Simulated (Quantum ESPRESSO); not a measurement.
# GaAs (P4/mmm) in Quantum ESPRESSO: convergence with wavefunction cutoff

Aim: find how far wavefunction cutoff must go before the results for GaAs settle, at PBE. This setting moves, with any that are tied to it; all else stays.

All numbers are computed with Quantum ESPRESSO 7.5; they aren't measurements. Logs are shortened: lines on timing, memory, paths and dates and some standing lists are left out, and cuts for length are marked.

## (1) The crystal as given

The structure is tetragonal, space group P4/mmm (No. 123). Conventional cell: a = 3.810 Å, b = 3.810 Å, c = 2.739 Å, α = 90.00°, β = 90.00°, γ = 90.00°. Ga (site symmetry 4/mmm) is surrounded by 4 As at 2.69 Å and 2 Ga at 2.74 Å. Around As (site symmetry 4/mmm) lie 4 Ga at 2.69 Å and 2 As at 2.74 Å.

The cell was built by a generator and needn't be a form met in nature.

## (2) With wavefunction cutoff 46 Ry

File pw.in:

```
&CONTROL
  calculation = 'scf'
  prefix = 'pwscf'
  outdir = './tmp'
  pseudo_dir = './pseudo'
  tprnfor = .true.
  tstress = .true.
  disk_io = 'nowf'
/
&SYSTEM
  ibrav = 0
  nat = 2
  ntyp = 2
  ecutwfc = 46
  nbnd = 31
  occupations = 'smearing'
  smearing = 'fd'
  degauss = 0.00734986
/
&ELECTRONS
  conv_thr = 4d-10
  electron_maxstep = 120
  mixing_beta = 0.5
/
ATOMIC_SPECIES
Ga    69.7230 Ga.upf
As    74.9216 As.upf
CELL_PARAMETERS angstrom
   3.8101400000    0.0000000000    0.0000000000
   0.0000000000    3.8101400000    0.0000000000
   0.0000000000    0.0000000000    2.7389100000
ATOMIC_POSITIONS crystal
Ga     0.5000000000    0.5000000000    0.5000000000
As     0.0000000000    0.0000000000    0.5000000000
K_POINTS automatic
5 5 7 0 0 0
```

Potentials or basis: PseudoDojo 0.5 SR PBE stringent.

Run with:

```
OMP_NUM_THREADS=1 pw.x -in pw.in > pw.out
```

Wall time 7.9 s (1 thread of Intel Xeon Platinum 8375C at 2.90GHz (Ice Lake), shared host); peak memory 0.05 GiB.

Results:

| Quantity | Value |
| --- | --- |
| Free energy | -14793.8047 eV |
| Pressure | -3148.7 GPa |
| Band gap on the k mesh | none (metal or under the smearing width) |

## (3) With wavefunction cutoff 57 Ry

Edit pw.in of step 2 so:

```diff
@@ -13,3 +13,3 @@
   ntyp = 2
-  ecutwfc = 46
+  ecutwfc = 57
   nbnd = 31
```

Potentials or basis: PseudoDojo 0.5 SR PBE stringent.

Run with:

```
OMP_NUM_THREADS=1 pw.x -in pw.in > pw.out
```

Wall time 11 s (1 thread of Intel Xeon Platinum 8375C at 2.90GHz (Ice Lake), shared host); peak memory 0.06 GiB.

What came out:

| Quantity | Value |
| --- | --- |
| Free energy | -14977.0271 eV |
| Pressure | -1477.3 GPa |
| Band gap on the k mesh | none (metal or under the smearing width) |

## (4) With wavefunction cutoff 68 Ry

Edit pw.in of step 3 so:

```diff
@@ -13,3 +13,3 @@
   ntyp = 2
-  ecutwfc = 57
+  ecutwfc = 68
   nbnd = 31
```

Run with:

```
OMP_NUM_THREADS=1 pw.x -in pw.in > pw.out
```

Wall time 17 s (1 thread of Intel Xeon Platinum 8375C at 2.90GHz (Ice Lake), shared host); peak memory 0.07 GiB.

Results:

```yaml
Free_energy: -15041.2733 eV
Pressure: -550.1 GPa
Band_gap_on_the_k_mesh: none (metal or under the smearing width)
```

## (5) With wavefunction cutoff 80 Ry

Edit pw.in of step 4 so:

```diff
@@ -13,3 +13,3 @@
   ntyp = 2
-  ecutwfc = 68
+  ecutwfc = 80
   nbnd = 31
```

Run with:

```
OMP_NUM_THREADS=1 pw.x -in pw.in > pw.out
```

Run time: 22 s. Hardware: 1 thread of Intel Xeon Platinum 8375C at 2.90GHz (Ice Lake), shared host; peak memory 0.09 GiB.

Results:

```yaml
Free_energy: -15060.0675 eV
Pressure: -131.8 GPa
Band_gap_on_the_k_mesh: none (metal or under the smearing width)
```

## (6) With wavefunction cutoff 91 Ry

Edit pw.in of step 5 so:

```diff
@@ -13,3 +13,3 @@
   ntyp = 2
-  ecutwfc = 80
+  ecutwfc = 91
   nbnd = 31
```

Potentials or basis: PseudoDojo 0.5 SR PBE stringent.

Run with:

```
OMP_NUM_THREADS=1 pw.x -in pw.in > pw.out
```

Run time: 22 s. Hardware: 1 thread of Intel Xeon Platinum 8375C at 2.90GHz (Ice Lake), shared host; peak memory 0.1 GiB.

Results (log left out):

```yaml
Free_energy: -15063.2651 eV
Pressure: -23.4 GPa
Band_gap_on_the_k_mesh: none (metal or under the smearing width)
```

## (7) With wavefunction cutoff 103 Ry

Edit pw.in of step 6 so:

```diff
@@ -13,3 +13,3 @@
   ntyp = 2
-  ecutwfc = 91
+  ecutwfc = 103
   nbnd = 31
```

Run with:

```
OMP_NUM_THREADS=1 pw.x -in pw.in > pw.out
```

Wall time 36 s (1 thread of Intel Xeon Platinum 8375C at 2.90GHz (Ice Lake), shared host); peak memory 0.12 GiB.

It converged, with:

```
Free energy            : -15063.7011 eV
Pressure               : -1.7 GPa
Band gap on the k mesh : none (metal or under the smearing width)
```

## (8) With wavefunction cutoff 114 Ry

Edit pw.in of step 7 so:

```diff
@@ -13,3 +13,3 @@
   ntyp = 2
-  ecutwfc = 103
+  ecutwfc = 114
   nbnd = 31
```

Run with:

```
OMP_NUM_THREADS=1 pw.x -in pw.in > pw.out
```

It took 35 s on 1 thread of Intel Xeon Platinum 8375C at 2.90GHz (Ice Lake), shared host; peak memory 0.13 GiB.

Results (log left out):

* Free energy: -15063.7252 eV
* Pressure: 0.2 GPa
* Band gap on the k mesh: none (metal or under the smearing width)

## (9) With wavefunction cutoff 137 Ry

Edit pw.in of step 8 so:

```diff
@@ -13,3 +13,3 @@
   ntyp = 2
-  ecutwfc = 114
+  ecutwfc = 137
   nbnd = 31
```

Potentials or basis: PseudoDojo 0.5 SR PBE stringent.

Run with:

```
OMP_NUM_THREADS=1 pw.x -in pw.in > pw.out
```

It took 47 s on 1 thread of Intel Xeon Platinum 8375C at 2.90GHz (Ice Lake), shared host; peak memory 0.17 GiB.

It converged, with:

```
Free energy            : -15063.7283 eV
Pressure               : 0.2 GPa
Band gap on the k mesh : none (metal or under the smearing width)
```

## (10) With wavefunction cutoff 171 Ry

Edit pw.in of step 9 so:

```diff
@@ -13,3 +13,3 @@
   ntyp = 2
-  ecutwfc = 137
+  ecutwfc = 171
   nbnd = 31
```

Potentials or basis: PseudoDojo 0.5 SR PBE stringent.

Run with:

```
OMP_NUM_THREADS=1 pw.x -in pw.in > pw.out
```

pw.out:

```text
This program is part of the open-source Quantum ESPRESSO suite
     for quantum simulation of materials; please cite
[... 9 lines left out ...]
     --------------------
     sticks:   dense  smooth     PW     G-vecs:    dense   smooth      PW
     Sum        2809    2809    777                81003    81003   11895

     Using Slab Decomposition

     bravais-lattice index     =            0
     lattice parameter (alat)  =       7.2001  a.u.
     unit-cell volume          =     268.3220 (a.u.)^3
     number of atoms/cell      =            2
     number of atomic types    =            2
     number of electrons       =        44.00
     number of Kohn-Sham states=           31
     kinetic-energy cutoff     =     171.0000  Ry
     charge density cutoff     =     684.0000  Ry
     scf convergence threshold =      4.0E-10
     mixing beta               =       0.5000
     number of iterations used =            8  plain     mixing
     Exchange-correlation= PBE
                           (   1   4   3   4   0   0   0)

     celldm(1)=   7.200121  celldm(2)=   0.000000  celldm(3)=   0.000000
     celldm(4)=   0.000000  celldm(5)=   0.000000  celldm(6)=   0.000000

     crystal axes: (cart. coord. in units of alat)
               a(1) = (   1.000000   0.000000   0.000000 )
               a(2) = (   0.000000   1.000000   0.000000 )
               a(3) = (   0.000000   0.000000   0.718848 )

     reciprocal axes: (cart. coord. in units 2 pi/alat)
               b(1) = (  1.000000  0.000000  0.000000 )
               b(2) = (  0.000000  1.000000  0.000000 )
               b(3) = (  0.000000  0.000000  1.391115 )

     PseudoPot. # 1 for Ga read from file:
     Ga.upf
     Pseudo is Norm-conserving + core correction, Zval = 21.0
     Generated using ONCVPSP code by D. R. Hamann
     Using radial grid of 1902 points,  6 beta functions with:
                l(1) =   0
                l(2) =   0
                l(3) =   1
                l(4) =   1
                l(5) =   2
                l(6) =   2

     PseudoPot. # 2 for As read from file:
     As.upf
     Pseudo is Norm-conserving + core correction, Zval = 23.0
     Generated using ONCVPSP code by D. R. Hamann
     Using radial grid of 1358 points,  6 beta functions with:
                l(1) =   0
                l(2) =   0
                l(3) =   1
                l(4) =   1
                l(5) =   2
                l(6) =   2

     atomic species   valence    mass     pseudopotential
     Ga               21.00    69.72300     Ga( 1.00)
     As               23.00    74.92160     As( 1.00)

     16 Sym. Ops., with inversion, found

   Cartesian axes

     site n.     atom                  positions (alat units)
         1        Ga     tau(   1) = (   0.5000000   0.5000000   0.3594238  )
         2        As     tau(   2) = (   0.0000000   0.0000000   0.3594238  )

     number of k points=    24  Fermi-Dirac smearing, width (Ry)=  0.0073
                       cart. coord. in units 2pi/alat
        k(    1) = (   0.0000000   0.0000000   0.0000000), wk =   0.0114286
        k(    2) = (   0.0000000   0.0000000   0.1987308), wk =   0.0228571
        k(    3) = (   0.0000000   0.0000000   0.3974616), wk =   0.0228571
        k(    4) = (   0.0000000   0.0000000   0.5961923), wk =   0.0228571
        k(    5) = (   0.0000000   0.2000000   0.0000000), wk =   0.0457143
        k(    6) = (   0.0000000   0.2000000   0.1987308), wk =   0.0914286
[... 16 lines left out ...]
        k(   23) = (   0.4000000   0.4000000   0.3974616), wk =   0.0914286
        k(   24) = (   0.4000000   0.4000000   0.5961923), wk =   0.0914286

     Dense  grid:    81003 G-vectors     FFT dimensions: (  60,  60,  45)

     Initial potential from superposition of free atoms

     starting charge      43.9971, renormalised to      44.0000
     Starting wfcs are   26 randomized atomic wfcs +    5 random wfcs

     Self-consistent Calculation

     iteration #  1     ecut=   171.00 Ry     beta= 0.50
     Davidson diagonalization with overlap
     ethr =  1.00E-02,  avg # of iterations =  4.4

     Threshold (ethr) on eigenvalues was too large:
     Diagonalizing with lowered threshold

     Davidson diagonalization with overlap
     ethr =  3.15E-05,  avg # of iterations =  4.1

     total energy              =   -1107.16024976 Ry
     estimated scf accuracy    <       0.01404932 Ry

     iteration #  2     ecut=   171.00 Ry     beta= 0.50
     Davidson diagonalization with overlap
     ethr =  3.19E-05,  avg # of iterations =  2.0

     total energy              =   -1107.16340811 Ry
     estimated scf accuracy    <       0.00221252 Ry

     iteration #  3     ecut=   171.00 Ry     beta= 0.50
     Davidson diagonalization with overlap
     ethr =  5.03E-06,  avg # of iterations =  1.8

     total energy              =   -1107.16377784 Ry
     estimated scf accuracy    <       0.00038878 Ry

     iteration #  4     ecut=   171.00 Ry     beta= 0.50
     Davidson diagonalization with overlap
     ethr =  8.84E-07,  avg # of iterations =  2.2

     total energy              =   -1107.16381180 Ry
     estimated scf accuracy    <       0.00001996 Ry

     iteration #  5     ecut=   171.00 Ry     beta= 0.50
     Davidson diagonalization with overlap
     ethr =  4.54E-08,  avg # of iterations =  1.8
[... 15 lines left out ...]
     total energy              =   -1107.16381326 Ry
     estimated scf accuracy    <       0.00000004 Ry

     iteration #  8     ecut=   171.00 Ry     beta= 0.50
     Davidson diagonalization with overlap
     ethr =  1.02E-10,  avg # of iterations =  2.0

     total energy              =   -1107.16381327 Ry
     estimated scf accuracy    <          4.9E-10 Ry

     iteration #  9     ecut=   171.00 Ry     beta= 0.50
     Davidson diagonalization with overlap
     ethr =  1.11E-12,  avg # of iterations =  3.1

     total energy              =   -1107.16381327 Ry
     estimated scf accuracy    <          1.1E-09 Ry

     iteration # 10     ecut=   171.00 Ry     beta= 0.50
     Davidson diagonalization with overlap
     ethr =  1.11E-12,  avg # of iterations =  2.5

     End of self-consistent calculation

          k = 0.0000 0.0000 0.0000 ( 10101 PWs)   bands (ev):

  -173.3522-131.8316-116.7402-116.7269-116.7269 -82.5643 -82.5570 -82.5570
   -23.7746 -23.7210 -23.7179 -23.7118 -23.7118  -3.1520  -2.9064  -2.8994
    -2.7805  -2.7805  -1.3562   7.6326   9.2965   9.2965  15.4867  17.1777
    19.1410  19.1410  21.8157  22.3573  24.6011  24.9294  31.0510

          k = 0.0000 0.0000 0.1987 ( 10113 PWs)   bands (ev):

  -173.3522-131.8315-116.7404-116.7269-116.7269 -82.5656 -82.5569 -82.5569
   -23.7590 -23.7205 -23.7174 -23.7167 -23.7167  -3.0840  -2.9007  -2.8951
    -2.8130  -2.8130  -0.9761   8.0049   9.6438   9.6438  13.9463  15.8549
    19.5070  19.5070  21.7292  22.6942  24.4753  26.1853  26.5791

          k = 0.0000 0.0000 0.3975 ( 10146 PWs)   bands (ev):

  -173.3522-131.8314-116.7410-116.7269-116.7269 -82.5683 -82.5568 -82.5568
   -23.7275 -23.7275 -23.7240 -23.7194 -23.7163  -2.9318  -2.8880  -2.8852
    -2.8846  -2.8846   0.1196   9.0547   9.9452  10.5809  10.5809  16.9413
    17.6941  20.4310  20.4310  22.2711  22.2711  23.6704  25.5883

          k = 0.0000 0.0000 0.5962 ( 10082 PWs)   bands (ev):

  -173.3521-131.8312-116.7414-116.7269-116.7269 -82.5705 -82.5566 -82.5566
   -23.7362 -23.7362 -23.7186 -23.7154 -23.6959  -2.9408  -2.9408  -2.8778
    -2.8773  -2.8103   1.5884   6.7530  11.1664  11.6238  11.6238  14.0963
    18.5481  19.4422  19.4422  21.8654  21.8654  22.4529  24.9984

          k = 0.0000 0.2000 0.0000 ( 10134 PWs)   bands (ev):
[... 118 lines left out ...]
          k = 0.4000 0.4000 0.1987 ( 10136 PWs)   bands (ev):

  -173.3522-131.8315-116.7404-116.7269-116.7269 -82.5656 -82.5570 -82.5570
   -23.7578 -23.7218 -23.7170 -23.7170 -23.7141  -3.0407  -3.0309  -2.8489
    -2.8204  -2.8197   0.8845   5.1816   6.9471   8.2920  15.3500  19.3517
    20.6367  21.0932  23.2597  23.7243  25.3203  26.4125  28.0914

          k = 0.4000 0.4000 0.3975 ( 10146 PWs)   bands (ev):

  -173.3522-131.8314-116.7410-116.7269-116.7269 -82.5683 -82.5568 -82.5568
   -23.7280 -23.7280 -23.7227 -23.7206 -23.7131  -2.9956  -2.8970  -2.8964
    -2.8641  -2.8400   1.8940   6.3239   7.9533   9.3155  11.4111  15.5666
    18.6298  19.5006  21.3512  22.6110  26.3747  27.7699  30.0068

          k = 0.4000 0.4000 0.5962 ( 10153 PWs)   bands (ev):

  -173.3521-131.8312-116.7414-116.7269-116.7269 -82.5705 -82.5566 -82.5566
   -23.7368 -23.7368 -23.7197 -23.7122 -23.6945  -2.9652  -2.9558  -2.9555
    -2.8334  -2.7315   3.2503   8.0358   8.4633   9.1321  10.6344  12.1777
    15.9895  16.7822  22.4689  23.6171  27.8100  28.4283  29.5310

     the Fermi energy is    11.7926 ev

!    total energy              =   -1107.16381327 Ry
     estimated scf accuracy    <          1.2E-11 Ry
     smearing contrib. (-TS)   =      -0.00162989 Ry
     internal energy E=F+TS    =   -1107.16218338 Ry

     The total energy is F=E-TS. E is the sum of the following terms:
     one-electron contribution =    -899.72391485 Ry
     hartree contribution      =     436.55954113 Ry
     xc contribution           =    -106.95955829 Ry
     ewald contribution        =    -537.03825137 Ry

     convergence has been achieved in  10 iterations

     Forces acting on atoms (cartesian axes, Ry/au):

     atom    1 type  1   force =     0.00000000    0.00000000    0.00000000
     atom    2 type  2   force =     0.00000000    0.00000000    0.00000000

     Total force =     0.000000     Total SCF correction =     0.000000

     Computing stress (Cartesian axis) and pressure

          total   stress  (Ry/bohr**3)                   (kbar)     P=        2.47
  -0.00008449   0.00000000   0.00000000          -12.43        0.00        0.00
   0.00000000  -0.00008449   0.00000000            0.00      -12.43        0.00
   0.00000000   0.00000000   0.00021930            0.00        0.00       32.26

=------------------------------------------------------------------------------=
   JOB DONE.
=------------------------------------------------------------------------------=
```

Run time: 65 s. Hardware: 1 thread of Intel Xeon Platinum 8375C at 2.90GHz (Ice Lake), shared host; peak memory 0.22 GiB.

What came out:

| Property | Result |
| --- | --- |
| Free energy | -15063.7311 eV |
| Pressure | 0.2 GPa |
| Band gap on the k mesh | none (metal or under the smearing width) |

## (11) The series at a glance

| wavefunction cutoff | energy less the tightest run, at zero smearing (meV/atom) | pressure (GPa) | SCF cycles | CPU time (s) | peak memory (GiB) |
| --- | --- | --- | --- | --- | --- |
| 46 Ry | 134964.47 | -3148.69 | 10 | 7.9 | 0.05 |
| 57 Ry | 43352.40 | -1477.27 | 10 | 11 | 0.06 |
| 68 Ry | 11229.01 | -550.09 | 10 | 17 | 0.07 |
| 80 Ry | 1831.84 | -131.79 | 9 | 22 | 0.09 |
| 91 Ry | 233.01 | -23.37 | 8 | 22 | 0.1 |
| 103 Ry | 15.01 | -1.68 | 10 | 36 | 0.12 |
| 114 Ry | 2.94 | 0.18 | 10 | 35 | 0.13 |
| 137 Ry | 1.37 | 0.22 | 10 | 47 | 0.17 |
| 171 Ry | 0.00 | 0.25 | 10 | 65 | 0.22 |

Against the tightest run, the pressure stays within 0.1 GPa from 114 Ry on. Not settled before the last step: the energy (to 1 meV/atom). The tightest run that finished is the yardstick and may itself not be fully converged.
